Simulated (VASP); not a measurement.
TaN:

```
Ta N
1.0
     0.00000    2.49114    2.49114
     2.49114    0.00000    2.49114
     2.49114    2.49114    0.00000
Ta N
1 1
Direct
  0.00000 0.00000 0.00000
  0.25000 0.25000 0.25000
```

The cell comes from a database or a generator and needn't be the stable form of this composition.

Base run:

* Program: VASP 6.6.1
* Functional: r2SCAN
* Potentials or basis: VASP PAW PBE potentials, release 64 (Ta_pv, N)
* Cutoff: 520 eV
* k mesh: 7 × 7 × 7
* Occupations: gaussian, width 0.05 eV
* Spin: collinear spin, ferromagnetic start
* Starting moments: [0.5, 0.0] μB
* Hubbard terms: Ta d U = 3 eV

Its results: pressure -24.3 GPa; site moments Ta +0.05; N -0.00 μB.

**Question.** The run is repeated on the same cell with these changes: fixed moment from none to 4 μB. What comes out?

**Answer.** Pressure 17.7 GPa; site moments Ta +1.94; N +0.83 μB.

Caveats: the PAW data sets were made with another functional, which shifts forces and pressure a little; the moment is held away from its start (some runs); the total moment is fixed, so each spin has its own Fermi level (some runs).
